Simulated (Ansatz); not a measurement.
**PbF2 (Fluorocronite) in Ansatz: the effect of functional**

PbF2 (Fluorocronite):

```
Pb F
1.0
     0.00000    3.02179    3.02179
     3.02179    0.00000    3.02179
     3.02179    3.02179    0.00000
Pb F
1 2
Cartesian
  0.0000 0.0000 0.0000
  4.5327 4.5327 4.5327
  1.5109 1.5109 1.5109
```

The cell isn't the ideal one: volume scaled by 1.06.

Alike in all runs:

| Property | Result |
| --- | --- |
| Program | Ansatz 0.2.0 |
| Task | single point |
| Potentials or basis | Ansatz PAW |
| k mesh | 8 × 8 × 8 |
| Occupations | fermi-dirac, width 0.05 eV |
| Spin | no spin polarisation |

| functional | cutoff | gap on the mesh (eV) | pressure (GPa) |
| --- | --- | --- | --- |
| LDA | 420 eV (not typed: the program's choice for these potentials) | 4.24 | -7.8 |
| r2SCAN | 500 eV (not typed: the program's choice for these potentials) | 4.94 | -4.1 |
| PBE | 420 eV (not typed: the program's choice for these potentials) | ? | ? |

Task: What does the run with functional PBE give?

Result: gap on the mesh 4.42 eV; pressure -1.3 GPa.

Caveats: spin-orbit coupling is left out, which as a rule narrows the gap of such compounds by several tenths of an eV; the PAW data sets come from PBE, with cores solved anew for the run's functional, which leaves a small shift of forces and pressure (some runs).

A k mesh can miss the band edges.
